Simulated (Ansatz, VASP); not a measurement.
Two plane-wave programs on HCl

```xyz
2
Lattice="0.0000 2.6750 2.8550 2.5150 0.0000 2.8550 2.5150 2.6750 0.0000" Properties=species:S:1:pos:R:3 pbc="T T T"
H     0.0000    0.0000    0.0000
Cl    2.5150    2.6750    2.8550
```

Alike in both runs: task single point; functional PBEsol; k mesh 6 × 6 × 6; occupations gaussian, width 0.1 eV; no spin polarisation.

|  | VASP | Ansatz |
| --- | --- | --- |
| version | VASP 6.6.1 | Ansatz 0.2.0 |
| potentials or method | VASP PAW PBE potentials, release 64 (H, Cl) | scalar-relativistic, plane waves, PAW |
| plane-wave cutoff (eV) | 520 | 420 |
| valence electrons in the cell | 8 | 8 |

|  | VASP | Ansatz | Ansatz less VASP |
| --- | --- | --- | --- |
| gap on the k mesh at the Fermi level (eV) | none | none | - |
| pressure (GPa) | -10.9 | -10.8 | +0.06 |
| largest component of the traceless stress (GPa) | 5.26 | 5.24 | -0.018 |

A gap of «none» marks a metal or a gap that the smearing closes. With one functional, cell and mesh, what is left measures potentials, basis and numerics.

Caveats: the PAW data sets were made with another functional, which shifts forces and pressure a little (VASP).
